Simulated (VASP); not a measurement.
# ZnS (P6_3mc) in VASP: notebook, part 2 of 3

VASP 6.6.1. Earlier steps stand in the parts before.

## 3. Single point, PBE

This run uses another cell than the first one, of 19.99 Å³/atom.

INCAR reads:

```
PREC     = Accurate       # precision mode
ENCUT    = 520            # plane-wave cutoff, eV
EDIFF    = 1E-7           # SCF threshold, eV
ISMEAR   = -1             # smearing method
SIGMA    = 0.05           # smearing width, eV
LREAL    = False          # projectors in reciprocal space
LASPH    = True           # aspherical terms in the spheres
NELM     = 100            # most SCF steps
ALGO     = Normal         # electronic algorithm
ISIF     = 2              # what is computed and relaxed
LWAVE    = False          # write WAVECAR
LCHARG   = False          # write CHGCAR
GGA      = PE             # functional
NBANDS   = 26             # bands
```

KPOINTS reads:

```
Automatic mesh
0
Gamma
  8 8 5
```

POSCAR reads:

```
ZnS
1.0
    3.8362391461      0.0000000000      0.0000000000
   -1.9181195731      3.3222805555      0.0000000000
    0.0000000000      0.0000000000      6.2752859714
Zn S
2 2
Direct
    0.6666666667      0.3333333333      0.5000000000
    0.3333333333      0.6666666667      0.0000000000
    0.6666666667      0.3333333333      0.8850000000
    0.3333333333      0.6666666667      0.3850000000
```

Potentials or basis: VASP PAW PBE potentials, release 64 (Zn, S).

The run is started by

```bash
$ cat potpaw_PBE.64/Zn/POTCAR potpaw_PBE.64/S/POTCAR > POTCAR
$ mpirun -np 1 vasp_std > vasp.out
```

OUTCAR:

```text
PREC = Accurate
   ENCUT = 520
   EDIFF = 1E-7
   ISMEAR = -1
   LREAL = False
   LASPH = True
   NELM = 100
   ISIF = 2
   GGA = PE

 ion  position               nearest neighbor table
   1  0.667  0.333  0.500-   4 2.33   4 2.33   4 2.33   3 2.42
   2  0.333  0.667  0.000-   3 2.33   3 2.33   3 2.33   4 2.42
   3  0.667  0.333  0.885-   2 2.33   2 2.33   2 2.33   1 2.42
   4  0.333  0.667  0.385-   1 2.33   1 2.33   1 2.33   2 2.42

  LATTYP: Found a hexagonal cell.
 ALAT       =     3.8362391461
 C/A-ratio  =     1.6357911310

  Lattice vectors:

 A1 = (   3.8362391461,   0.0000000000,   0.0000000000)
 A2 = (  -1.9181195731,   3.3222805555,   0.0000000000)
 A3 = (   0.0000000000,   0.0000000000,   6.2752859714)

Analysis of symmetry for initial positions (statically):
=====================================================================
 Subroutine PRICEL returns:
 Original cell was already a primitive cell.

 Routine SETGRP: Setting up the symmetry group for a
 hexagonal supercell.

 Subroutine GETGRP returns: Found 12 space group operations
 (whereof  6 operations were pure point group operations)
 out of a pool of 24 trial point group operations.

The static configuration has the point symmetry C_3v.
 The point group associated with its full space group is C_6v.

Analysis of symmetry for dynamics (positions and initial velocities):
=====================================================================
 Subroutine PRICEL returns:
 Original cell was already a primitive cell.

 Routine SETGRP: Setting up the symmetry group for a
 hexagonal supercell.

 Subroutine GETGRP returns: Found 12 space group operations
 (whereof  6 operations were pure point group operations)
 out of a pool of 24 trial point group operations.

The dynamic configuration has the point symmetry C_3v.
[... 120 lines left out ...]
   EFERMI_NEDOS =   21; number of points for ismear=-14 and -15
   IALGO  =     38    algorithm
   IMIX   =      4    mixing-type and parameters
     AMIX     =   0.40;   BMIX     =  1.00
     AMIX_MAG =   1.60;   BMIX_MAG =  1.00
  volume/ion in A,a.u.               =      19.99       134.93
  Fermi-wavevector in a.u.,A,eV,Ry     =   1.254634  2.370915 21.417030  1.574107
  Thomas-Fermi vector in A             =   2.388430
   LORBIT       =      0    0 simple, 1 ext, 2 COOP (PROOUT), +10 PAW based schemes
   GGA     = PE    functional components
   LHFCALC =     F    Hartree Fock is set to
   AEXX    =    0.0000 exact exchange contribution
   IVDW    =     0    specifies the selected vdW correction
   LEPSILON=     F    determine dielectric tensor
   LRPA    =     F    only Hartree local field effects (RPA)
 non-spin polarized calculation
  energy-cutoff  :      520.00
  volume of cell :       79.98
 maximum number of plane-waves:      2180
 NGX is ok and might be reduce to    30
   NGX = 15   NGY = 15   NGZ = 23

 number of electron      36.0000015 magnetization

 Free energy of the ion-electron system (eV)
  ---------------------------------------------------
  ext. energy  EPLUGINS =         0.00000000
  ---------------------------------------------------
  free energy    TOTEN  =       -13.67106002 eV

  energy without entropy =      -13.67106002  energy(sigma->0) =      -13.67106002

 E-fermi :   2.9637     XC(G=0):  -9.5582

 val. band max:        1.9828127514   @ k =   0.0000   0.0000   0.0000
 cond. band min:       4.1417061219   @ k =   0.0000   0.0000   0.0000
 fundamental gap:      2.1588933705
 Fermi energy:         2.9637218641

 k-point     1 :       0.0000    0.0000    0.0000
  band No.  band energies     occupation
      1     -11.0772      2.00000
      2     -10.1900      2.00000
      3      -4.3120      2.00000
      4      -4.3120      2.00000
      5      -4.2498      2.00000
      6      -4.2498      2.00000
[... 685 lines left out ...]
     25      10.9549      0.00000
     26      11.3481      0.00000

 [... further k-points ...]

------------------------ aborting loop because EDIFF is reached ----------------------------------------

  FORCE on cell =-STRESS in cart. coord.  units (eV):
  Direction    XX          YY          ZZ          XY          YZ          ZX
  --------------------------------------------------------------------------------------
  -------------------------------------------------------------------------------------
  Total        0.7826602      0.7826602     -0.0995723     -0.0000000      0.0000000      0.0000000
  in kB       15.6786378     15.6786378     -1.9946808     -0.0000000      0.0000000      0.0000000
  external PRESSURE =       9.7875316 kB  Pullay stress =       0.0000000 kB

 VOLUME and BASIS-vectors are now :
 -----------------------------------------------------------------------------
  energy-cutoff  :      520.00
  volume of cell :       79.98
      direct lattice vectors                 reciprocal lattice vectors
     3.836239146  0.000000000  0.000000000     0.260671966  0.150499030  0.000000000
    -1.918119573  3.322280555  0.000000000     0.000000000  0.300998059  0.000000000
     0.000000000  0.000000000  6.275285971     0.000000000  0.000000000  0.159355287

 POSITION                                       TOTAL-FORCE (eV/Angst)
 -----------------------------------------------------------------------------------
      1.91812      1.10743      3.13764         0.000000      0.000000      0.299407
     -0.00000      2.21485      0.00000        -0.000000     -0.000000      0.299407
      1.91812      1.10743      5.55363         0.000000      0.000000     -0.299407
     -0.00000      2.21485      2.41599         0.000000     -0.000000     -0.299407
 -----------------------------------------------------------------------------------
    total drift:                               -0.000000     -0.000000      0.000375

  FREE ENERGIE OF THE ION-ELECTRON SYSTEM (eV)
  ---------------------------------------------------
  free  energy   TOTEN  =       -13.6710600186 eV

  energy  without entropy=      -13.6710600185  energy(sigma->0) =      -13.67106002
```

stdout:

```text
POSCAR found type information on POSCAR ZnS
 POSCAR found :  2 types and       4 ions
 scaLAPACK will be used
 LDA part: xc-table for (Slater+PW92), standard interpolation
 POSCAR, INCAR and KPOINTS ok, starting setup
 FFT: planning ... GRIDC
 FFT: planning ... GRID_SOFT
 FFT: planning ... GRID
 WAVECAR not read
 entering main loop
```

Run time: 51 s. Hardware: 1 thread of Intel Xeon Platinum 8259CL at 2.50GHz (Skylake/Cascade Lake), shared host; peak memory 0.22 GiB.

Results:

```
Free energy            : -13.6711 eV
Pressure               : 1.0 GPa
Largest force          : 0.299 eV/Å
Band gap on the k mesh : 2.16 eV
```

Forces in eV/Å, atoms in the order of the input:
```
Zn   0.000  0.000  0.299
Zn   0.000  0.000  0.299
S    0.000  0.000 -0.299
S    0.000  0.000 -0.299
```

Stress tensor (GPa, compression positive):
```
 1.57  0.00  0.00
 0.00  1.57  0.00
 0.00  0.00 -0.20
```

## 4. Single point, r2SCAN+D4

This run uses another cell than the first one, of 18.43 Å³/atom.

POSCAR reads:

```
ZnS
1.0
    3.7332026603      0.0000000000      0.0000000000
   -1.8666013302      3.2330483413      0.0000000000
    0.0000000000      0.0000000000      6.1067398017
Zn S
2 2
Direct
    0.6666666667      0.3333333333      0.5000000000
    0.3333333333      0.6666666667      0.0000000000
    0.6666666667      0.3333333333      0.8850000000
    0.3333333333      0.6666666667      0.3850000000
```

INCAR.step1 reads:

```
SYSTEM = ZnS
PREC = Accurate
ENCUT = 520
ISMEAR = -1
SIGMA = 0.05
LREAL = .False.
LASPH = .True.
NELM = 60
NBANDS = 26
GGA = PE
ALGO = Normal
EDIFF = 1E-4
LWAVE = .True.
LCHARG = .False.
```

INCAR.step2 reads:

```
SYSTEM = ZnS
PREC = Accurate
ENCUT = 520
EDIFF = 1E-7
ISMEAR = -1
SIGMA = 0.05
LREAL = .False.
LASPH = .True.
NELM = 60
ALGO = Normal
ISIF = 2
LWAVE = .False.
LCHARG = .False.
METAGGA = R2SCAN
LMIXTAU = .True.
IVDW = 13
VDW_S6 = 1.0
VDW_S8 = 0.6018749
VDW_A1 = 0.51559235
VDW_A2 = 5.77342911
NBANDS = 26
ISTART = 1
```

KPOINTS reads:

```
Automatic mesh
0
Gamma
  8 8 5
  0 0 0
```

Potentials or basis: VASP PAW PBE potentials, release 64 (Zn, S).

The run is started by

```bash
$ cat potpaw_PBE.64/Zn/POTCAR potpaw_PBE.64/S/POTCAR > POTCAR
$ cp INCAR.step1 INCAR
$ mpirun -np 1 vasp_std > vasp.out
$ cp INCAR.step2 INCAR
$ mpirun -np 1 vasp_std > vasp.out
```

OUTCAR:

```text
SYSTEM = ZnS
   PREC = Accurate
   ENCUT = 520
   EDIFF = 1E-7
   ISMEAR = -1
   LREAL = .False.
   LASPH = .True.
   NELM = 60
   ISIF = 2
   METAGGA = R2SCAN
   IVDW = 13
   ISTART = 1

 ion  position               nearest neighbor table
   1  0.667  0.333  0.500-   4 2.27   4 2.27   4 2.27   3 2.35
   2  0.333  0.667  0.000-   3 2.27   3 2.27   3 2.27   4 2.35
   3  0.667  0.333  0.885-   2 2.27   2 2.27   2 2.27   1 2.35
   4  0.333  0.667  0.385-   1 2.27   1 2.27   1 2.27   2 2.35

  LATTYP: Found a hexagonal cell.
 ALAT       =     3.7332026603
[... 900 lines left out ...]
  Direction    XX          YY          ZZ          XY          YZ          ZX
  --------------------------------------------------------------------------------------
  -------------------------------------------------------------------------------------
  Total       2.65738     2.65738     1.28313    -0.00000     0.00000     0.00000
  in kB      57.76445    57.76445    27.89188    -0.00000     0.00000     0.00000
  external pressure =       47.81 kB  Pullay stress =        0.00 kB

 VOLUME and BASIS-vectors are now :
 -----------------------------------------------------------------------------
  energy-cutoff  :      520.00
  volume of cell :       73.71
      direct lattice vectors                 reciprocal lattice vectors
     3.733202660  0.000000000  0.000000000     0.267866519  0.154652807  0.000000000
    -1.866601330  3.233048341  0.000000000     0.000000000  0.309305613  0.000000000
     0.000000000  0.000000000  6.106739802     0.000000000  0.000000000  0.163753497

 POSITION                                       TOTAL-FORCE (eV/Angst)
 -----------------------------------------------------------------------------------
      1.86660      1.07768      3.05337        -0.000000      0.000000      0.409839
     -0.00000      2.15537      0.00000         0.000000      0.000000      0.409839
      1.86660      1.07768      5.40446        -0.000000     -0.000000     -0.409839
     -0.00000      2.15537      2.35109        -0.000000      0.000000     -0.409839
 -----------------------------------------------------------------------------------
    total drift:                               -0.000001     -0.000001      0.047571

  FREE ENERGIE OF THE ION-ELECTRON SYSTEM (eV)
  ---------------------------------------------------
  free  energy   TOTEN  =       -38.1106534249 eV

  energy  without entropy=      -38.1106534248  energy(sigma->0) =      -38.11065342
```

OUTCAR.step1:

```text
SYSTEM = ZnS
   PREC = Accurate
   ENCUT = 520
   ISMEAR = -1
   LREAL = .False.
   LASPH = .True.
   NELM = 60
[... 926 lines left out ...]
     -0.00000      2.15537      0.00000         0.000000     -0.000000      0.403221
      1.86660      1.07768      5.40446         0.000000      0.000000     -0.403221
     -0.00000      2.15537      2.35109        -0.000000      0.000000     -0.403221
 -----------------------------------------------------------------------------------
    total drift:                               -0.000001     -0.000001      0.001198

  FREE ENERGIE OF THE ION-ELECTRON SYSTEM (eV)
  ---------------------------------------------------
  free  energy   TOTEN  =       -13.5012608079 eV

  energy  without entropy=      -13.5012608079  energy(sigma->0) =      -13.50126081
```

OSZICAR.step1:

```text
N       E                     dE             d eps       ncg     rms          rms(c)
DAV:   1     0.248188102402E+03    0.24819E+03   -0.17230E+04  1560   0.172E+03
DAV:   2     0.105994901869E+02   -0.23759E+03   -0.22640E+03  1584   0.356E+02
DAV:   3    -0.137613349648E+02   -0.24361E+02   -0.24126E+02  1892   0.113E+02
DAV:   4    -0.143648454561E+02   -0.60351E+00   -0.60224E+00  1776   0.179E+01
DAV:   5    -0.143742019692E+02   -0.93565E-02   -0.93534E-02  1936   0.223E+00    0.112E+01
DAV:   6    -0.135149980221E+02    0.85920E+00   -0.16790E+00  2312   0.387E+01    0.845E+00
DAV:   7    -0.135102251902E+02    0.47728E-02   -0.14119E+00  1656   0.710E+00    0.363E+00
DAV:   8    -0.135013399866E+02    0.88852E-02   -0.35733E-02  1858   0.144E+00    0.110E+00
DAV:   9    -0.135009466962E+02    0.39329E-03   -0.12369E-02  2080   0.117E+00    0.250E-01
DAV:  10    -0.135010631396E+02   -0.11644E-03   -0.56475E-04  1822   0.343E-01    0.106E-01
DAV:  11    -0.135012614004E+02   -0.19826E-03   -0.27128E-04  1492   0.138E-01    0.660E-02
DAV:  12    -0.135012608079E+02    0.59243E-06   -0.27534E-05   898   0.908E-02
   1 F= -.13501261E+02 E0= -.13501261E+02  d E =-.304021E-10
```

Run time: 3.4 min. Hardware: 1 thread of Intel Xeon Platinum 8259CL at 2.50GHz (Skylake/Cascade Lake), shared host; peak memory 0.21 GiB.

What came out:

```yaml
Free_energy: -38.1107 eV
Pressure: 4.8 GPa
Largest_force: 0.410 eV/Å
Band_gap_on_the_k_mesh: 3.14 eV
Dispersion_energy_per_atom: -0.123 eV
```

Forces in eV/Å, atoms in the order of the input:
```
Zn   0.000  0.000  0.410
Zn   0.000  0.000  0.410
S    0.000  0.000 -0.410
S    0.000  0.000 -0.410
```

Caveat: the cell stands under pressure; the PAW data sets were made with another functional, which shifts forces and pressure a little.

## 5. Single point, r2SCAN+D4

This run uses another cell than the first one, of 18.82 Å³/atom.

POSCAR reads:

```
ZnS
1.0
    3.7594936861      0.0000000000      0.0000000000
   -1.8797468431      3.2558170375      0.0000000000
    0.0000000000      0.0000000000      6.1497464286
Zn S
2 2
Direct
    0.6666666667      0.3333333333      0.5000000000
    0.3333333333      0.6666666667      0.0000000000
    0.6666666667      0.3333333333      0.8850000000
    0.3333333333      0.6666666667      0.3850000000
```

INCAR.step1 reads:

```
PREC = Accurate ; ENCUT = 520
ISMEAR = -1 ; SIGMA = 0.05
LREAL = F ; LASPH = T
NELM = 80 ; NBANDS = 26
GGA = PE ; ALGO = Normal
EDIFF = 1E-4 ; LWAVE = T
LCHARG = F
```

INCAR.step2 reads:

```
PREC = Accurate ; ENCUT = 520
EDIFF = 1E-6 ; ISMEAR = -1
SIGMA = 0.05 ; LREAL = F
LASPH = T ; NELM = 80
ALGO = Normal ; ISIF = 2
LWAVE = F ; LCHARG = F
METAGGA = R2SCAN ; LMIXTAU = T
IVDW = 13 ; VDW_S6 = 1.0
VDW_S8 = 0.6018749 ; VDW_A1 = 0.51559235
VDW_A2 = 5.77342911 ; NBANDS = 26
ISTART = 1
```

KPOINTS reads:

```
regular mesh
0
Gamma
  8 8 5
```

Potentials or basis: VASP PAW PBE potentials, release 64 (Zn, S).

The run is started by

```bash
$ cat potpaw_PBE.64/Zn/POTCAR potpaw_PBE.64/S/POTCAR > POTCAR
$ cp INCAR.step1 INCAR
$ mpirun -np 1 vasp_std > vasp.out
$ cp INCAR.step2 INCAR
$ mpirun -np 1 vasp_std > vasp.out
```

OUTCAR:

```text
PREC = Accurate
   ENCUT = 520
   EDIFF = 1E-6
   ISMEAR = -1
   LREAL = F
   LASPH = T
   NELM = 80
   ISIF = 2
   METAGGA = R2SCAN
   IVDW = 13
   ISTART = 1

 ion  position               nearest neighbor table
   1  0.667  0.333  0.500-   4 2.28   4 2.28   4 2.28   3 2.37
   2  0.333  0.667  0.000-   3 2.28   3 2.28   3 2.28   4 2.37
   3  0.667  0.333  0.885-   2 2.28   2 2.28   2 2.28   1 2.37
   4  0.333  0.667  0.385-   1 2.28   1 2.28   1 2.28   2 2.37

  LATTYP: Found a hexagonal cell.
 ALAT       =     3.7594936861
[... 900 lines left out ...]
  Direction    XX          YY          ZZ          XY          YZ          ZX
  --------------------------------------------------------------------------------------
  -------------------------------------------------------------------------------------
  Total       1.70716     1.70716     0.48109    -0.00000     0.00000     0.00000
  in kB      36.33618    36.33618    10.23977    -0.00000     0.00000     0.00000
  external pressure =       27.64 kB  Pullay stress =        0.00 kB

 VOLUME and BASIS-vectors are now :
 -----------------------------------------------------------------------------
  energy-cutoff  :      520.00
  volume of cell :       75.27
      direct lattice vectors                 reciprocal lattice vectors
     3.759493686  0.000000000  0.000000000     0.265993265  0.153571283  0.000000000
    -1.879746843  3.255817037  0.000000000     0.000000000  0.307142566  0.000000000
     0.000000000  0.000000000  6.149746429     0.000000000  0.000000000  0.162608331

 POSITION                                       TOTAL-FORCE (eV/Angst)
 -----------------------------------------------------------------------------------
      1.87975      1.08527      3.07487         0.000000     -0.000000      0.381107
     -0.00000      2.17054      0.00000        -0.000000      0.000000      0.381107
      1.87975      1.08527      5.44253        -0.000000      0.000000     -0.381107
     -0.00000      2.17054      2.36765        -0.000000      0.000000     -0.381107
 -----------------------------------------------------------------------------------
    total drift:                               -0.000000     -0.000001      0.051712

  FREE ENERGIE OF THE ION-ELECTRON SYSTEM (eV)
  ---------------------------------------------------
  free  energy   TOTEN  =       -38.1470731178 eV

  energy  without entropy=      -38.1470731178  energy(sigma->0) =      -38.14707312
```

OUTCAR.step1:

```text
PREC = Accurate
   ENCUT = 520
   ISMEAR = -1
   LREAL = F
   LASPH = T
[... 926 lines left out ...]
      1.87975      1.08527      3.07487        -0.000000     -0.000000      0.374602
     -0.00000      2.17054      0.00000         0.000000      0.000000      0.374602
      1.87975      1.08527      5.44253        -0.000000      0.000000     -0.374602
     -0.00000      2.17054      2.36765         0.000000     -0.000000     -0.374602
 -----------------------------------------------------------------------------------
    total drift:                               -0.000001     -0.000001      0.001575

  FREE ENERGIE OF THE ION-ELECTRON SYSTEM (eV)
  ---------------------------------------------------
  free  energy   TOTEN  =       -13.5707482990 eV

  energy  without entropy=      -13.5707482990  energy(sigma->0) =      -13.57074830
```

OSZICAR.step1:

```text
N       E                     dE             d eps       ncg     rms          rms(c)
DAV:   1     0.249032450462E+03    0.24903E+03   -0.17281E+04  1560   0.170E+03
DAV:   2     0.108187171111E+02   -0.23821E+03   -0.22831E+03  1576   0.359E+02
DAV:   3    -0.138215797191E+02   -0.24640E+02   -0.24386E+02  1856   0.114E+02
DAV:   4    -0.144284798085E+02   -0.60690E+00   -0.60561E+00  1862   0.178E+01
DAV:   5    -0.144372616457E+02   -0.87818E-02   -0.87798E-02  1886   0.214E+00    0.107E+01
DAV:   6    -0.135829919493E+02    0.85427E+00   -0.16644E+00  2330   0.382E+01    0.815E+00
DAV:   7    -0.135785639131E+02    0.44280E-02   -0.13554E+00  1662   0.689E+00    0.358E+00
DAV:   8    -0.135704196025E+02    0.81443E-02   -0.35435E-02  1876   0.156E+00    0.106E+00
DAV:   9    -0.135704210218E+02   -0.14193E-05   -0.11329E-02  2112   0.123E+00    0.244E-01
DAV:  10    -0.135705425781E+02   -0.12156E-03   -0.56338E-04  1810   0.347E-01    0.101E-01
DAV:  11    -0.135707487305E+02   -0.20615E-03   -0.29544E-04  1516   0.130E-01    0.623E-02
DAV:  12    -0.135707482990E+02    0.43144E-06   -0.21511E-05   872   0.716E-02
   1 F= -.13570748E+02 E0= -.13570748E+02  d E =-.221924E-10
```

It took 2.9 min on 1 thread of Intel Xeon Platinum 8259CL at 2.50GHz (Skylake/Cascade Lake), shared host; peak memory 0.22 GiB.

What came out:

| Quantity | Value |
| --- | --- |
| Free energy | -38.1471 eV |
| Pressure | 2.8 GPa |
| Largest force | 0.381 eV/Å |
| Band gap on the k mesh | 3.03 eV |
| Dispersion energy per atom | -0.120 eV |

Forces on the atoms (eV/Å):
```
Zn   0.000  0.000  0.381
Zn   0.000  0.000  0.381
S    0.000  0.000 -0.381
S    0.000  0.000 -0.381
```

Stress tensor (GPa, compression positive):
```
3.63 0.00 0.00
0.00 3.63 0.00
0.00 0.00 1.02
```

Levels at points of the mesh, in eV from the valence-band top:
| k point | band 16 | band 17 | band 18 | band 19 | band 20 | band 21 |
| --- | --- | --- | --- | --- | --- | --- |
| (0.00, 0.00, 0.00) | 0.00 | 0.00 | 0.00 | 3.03 | 3.59 | 6.76 |
| (0.50, 0.00, 0.00) | -2.46 | -1.70 | -1.07 | 3.96 | 4.90 | 5.50 |

Caveat: the PAW data sets were made with another functional, which shifts forces and pressure a little. r2SCAN opens gaps a little over a GGA but as a rule still falls short of measured ones.

[end of part 2 of 3]
